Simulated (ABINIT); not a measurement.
The system is WS2 (Tungstenite).

```
W S
1.0
     3.18000    0.00000    0.00000
    -1.59000    2.75396    0.00000
     0.00000    0.00000   12.50000
W S
2 4
Direct
  0.66667 0.33333 0.75000
  0.33333 0.66667 0.25000
  0.66667 0.33333 0.37500
  0.33333 0.66667 0.87500
  0.66667 0.33333 0.12500
  0.33333 0.66667 0.62500
```

Base run:

| Property | Result |
| --- | --- |
| Program | ABINIT 10.8.3 (patched build) |
| Functional | PBE |
| Potentials or basis | JTH PAW PBE v2.0 |
| Cutoff | 544 eV |
| k mesh | 6 × 6 × 2 |
| Occupations | fermi-dirac, width 0.05 eV |
| Spin | no spin polarisation |

Its results: band gap on the k mesh 1.05 eV, indirect (least direct gap 1.74 eV); pressure 2.3 GPa; largest force 0.153 eV/Å.

Problem. The run is repeated on the same cell with these changes: functional from PBE to PBEsol. What comes out?

Solution. Band gap on the k mesh 1.01 eV, indirect (least direct gap 1.72 eV); pressure -2.5 GPa; largest force 0.110 eV/Å.

PBEsol binds more tightly than PBE, so the same cell stands under less pressure.

Caveats: spin-orbit coupling is left out, which moves the levels of the heavy elements; this functional lacks dispersion, which binds the layers, so the pressure and a relaxed spacing across them are unreliable; the PAW data sets were made with another functional, which shifts forces and pressure a little (some runs).

A k mesh can miss the band edges.

Not every run made on this cell is shown here.
